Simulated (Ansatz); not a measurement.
## Nudged elastic band run: Si8NO14, charge +2

Input:

```yaml
crystal:
  lattice:
    - [-5.657871, -5.26572, 0.0]
    - [4.538129, -5.26572, 0.0]
    - [2.099624, 2.275852, 6.23316]
  atoms:
    - { symbol: Si, position: [0.69903515, 0.56514323, 0.19957403] }
    - { symbol: Si, position: [0.93370794, 0.35793159, 0.58835583] }
    - { symbol: Si, position: [1.00174017, 0.38823224, 0.0610807] }
    - { symbol: Si, position: [0.28680646, 0.45317705, 0.4885801] }
    - { symbol: O, position: [0.75249393, 0.81664944, 0.24553173] }
    - { symbol: O, position: [0.87962934, 0.13071984, 0.52031619] }
    - { symbol: O, position: [0.80028561, 0.44166996, 0.07689878] }
    - { symbol: O, position: [0.16782194, 0.52516827, 0.24192948], spin: 0.07 }
    - { symbol: O, position: [0.08104114, 0.16349424, 0.11289348] }
    - { symbol: O, position: [0.74532369, 0.48105577, 0.42554647] }
    - { symbol: O, position: [0.12843182, 0.40491026, 0.57035427] }
    - { symbol: O, position: [0.96436326, 0.42705317, 0.82270902] }
    - { symbol: Si, position: [0.29041769, 0.09145843, 0.28721574] }
    - { symbol: Si, position: [0.47569831, 0.82587693, 0.61475992] }
    - { symbol: Si, position: [0.50786208, 0.85787076, 0.04207908] }
    - { symbol: Si, position: [0.71634576, 0.97379474, 0.4279243] }
    - { symbol: O, position: [0.4021501, 0.25435522, 0.47504478], spin: 0.09 }
    - { symbol: O, position: [0.45058044, 0.60180318, 0.63823866] }
    - { symbol: "N", position: [0.47668828, 0.02294666, 0.21697913], spin: 0.28 }
    - { symbol: O, position: [0.47142407, 0.62797323, 0.04732813] }
    - { symbol: O, position: [0.28263627, 0.89985832, 0.40636962], spin: 0.1 }
    - { symbol: O, position: [0.67766762, 0.86520345, 0.60251367] }
    - { symbol: O, position: [0.48215676, 0.94609213, 0.8262944] }
magnetization:
  spin_polarized: true
total_charge: 2
basis:
  ecutwfc: 420.0
kpoints:
  mp_grid: { grid: [2, 2, 2] }
hamiltonian:
  xc: pbesol
  pseudopotentials: { kind: paw, azcp: { folder: soft_1 } }
scf:
  occupations: { method: fermi_dirac, width: 0.02 }
  lower_state_search: "off"
neb:
  images: 5
  f_tol: 0.05
  initial_path: idpp
  max_iterations: 35
  final_atoms:
    - { symbol: Si, position: [0.7174314, 0.57723834, 0.2246881] }
    - { symbol: Si, position: [0.97877233, 0.34566595, 0.60532836] }
    - { symbol: Si, position: [0.96206144, 0.42257755, 0.04225648] }
    - { symbol: Si, position: [0.28417437, 0.45324556, 0.44810173] }
    - { symbol: O, position: [0.8202994, 0.78630539, 0.34935572] }
    - { symbol: O, position: [0.95598166, 0.1069714, 0.59850153] }
    - { symbol: O, position: [0.75763025, 0.51431131, 0.02252198] }
    - { symbol: O, position: [0.12764923, 0.55262893, 0.23037172] }
    - { symbol: O, position: [-0.00501884, 0.19770766, 0.12316632] }
    - { symbol: O, position: [0.78331334, 0.41641747, 0.40137781] }
    - { symbol: O, position: [0.17659823, 0.39788914, 0.59535955] }
    - { symbol: O, position: [0.97869338, 0.438171, 0.82105392] }
    - { symbol: Si, position: [0.20661327, 0.09294417, 0.24146368] }
    - { symbol: Si, position: [0.44912939, 0.83667934, 0.59434366] }
    - { symbol: Si, position: [0.39403337, 0.82412685, -0.00420009] }
    - { symbol: Si, position: [0.80574207, 0.94131809, 0.51578991] }
    - { symbol: O, position: [0.36689972, 0.257544, 0.37318656] }
    - { symbol: O, position: [0.45540904, 0.60566117, 0.57578841] }
    - { symbol: "N", position: [0.23883276, -0.04696725, 0.04982296] }
    - { symbol: O, position: [0.48440282, 0.63488854, 0.12458346] }
    - { symbol: O, position: [0.24725337, 0.92706252, 0.41592547] }
    - { symbol: O, position: [0.64119447, 0.92655188, 0.58859945] }
    - { symbol: O, position: [0.45871844, 0.90100524, 0.82921345] }
  order_check: true
```

Command:

```bash
$ ansatz run input.yaml --threads 2 --pin off --max-ram 5120MiB --backend cpu --events-out ev --progress --plain --runs-dir out
```

Output, in part (warnings, iteration lines):

```
NEB end point (image 0): max|allowed force component| = 2.589e-2 eV/Å (the criterion of neb.relax_end_points is 1.000e-2)
NEB end point (image 6): max|allowed force component| = 2.311e-2 eV/Å (the criterion of neb.relax_end_points is 1.000e-2)
NEB iter   1: max|band force component| = 1.388e0 eV/Å  barrier→ = 1.8372 eV  barrier← = 0.3453 eV  Δτ_max = 0.0596 Å  (127 SCF iters)
NEB iter   2: max|band force component| = 9.277e-1 eV/Å  barrier→ = 1.6990 eV  barrier← = 0.2071 eV  Δτ_max = 0.2000 Å  (48 SCF iters)
NEB iter   3: max|band force component| = 9.533e-1 eV/Å  barrier→ = 1.5809 eV  barrier← = 0.0889 eV  Δτ_max = 0.0585 Å  (57 SCF iters)
NEB iter   4: max|band force component| = 1.033e0 eV/Å  barrier→ = 1.5696 eV  barrier← = 0.0777 eV  Δτ_max = 0.0295 Å  (50 SCF iters)
NEB iter   5: max|band force component| = 5.153e-1 eV/Å  barrier→ = 1.5573 eV  barrier← = 0.0653 eV  Δτ_max = 0.0295 Å  (48 SCF iters)
NEB iter   6: max|band force component| = 2.855e-1 eV/Å  barrier→ = 1.5493 eV  barrier← = 0.0573 eV  CI = image 4  Δτ_max = 0.0295 Å  (47 SCF iters)
NEB iter   7: max|band force component| = 1.353e-1 eV/Å  barrier→ = 1.5460 eV  barrier← = 0.0541 eV  CI = image 4  Δτ_max = 0.0293 Å  (48 SCF iters)
NEB iter   8: max|band force component| = 1.304e-1 eV/Å  barrier→ = 1.5424 eV  barrier← = 0.0504 eV  CI = image 4  Δτ_max = 0.0293 Å  (43 SCF iters)
[... lines left out ...]
```

It converged. By the program's own check the climbing image is of a kind that is not told: the force calls were inconclusive, a negative curvature could not be distinguished from the path's own, the only one lies far off the path, or fixed occupations may fill a level only in part (lowest curvatures found: -0.40 and 0.18 eV/Å²). Limits of this set-up: coarse k mesh, PAW files made for another functional, a small cell, in which the defect meets its images, charged cell in a uniform background, uncorrected.

Final band (atoms are numbered from 1 in the order of the input):

```tsv
image	path coordinate (Å)	energy (eV)	O5–Si15 (Å)	Si15–Si16 (Å)	Si16–N19 (Å)
0	0.00	0.00	1.81	2.55	1.81
1	0.67	0.14	1.80	2.57	1.85
2	1.35	0.85	1.84	2.70	2.25
3	2.02	1.41	1.93	2.94	3.04
4	2.70	1.52	2.44	3.32	3.57
5	3.20	1.50	2.82	3.54	3.86
6	3.70	1.49	3.13	3.68	3.74
```

Time of the run: 32 min on 2 threads of Arm Neoverse V2, on a shared host, peak memory 2.1 GiB.
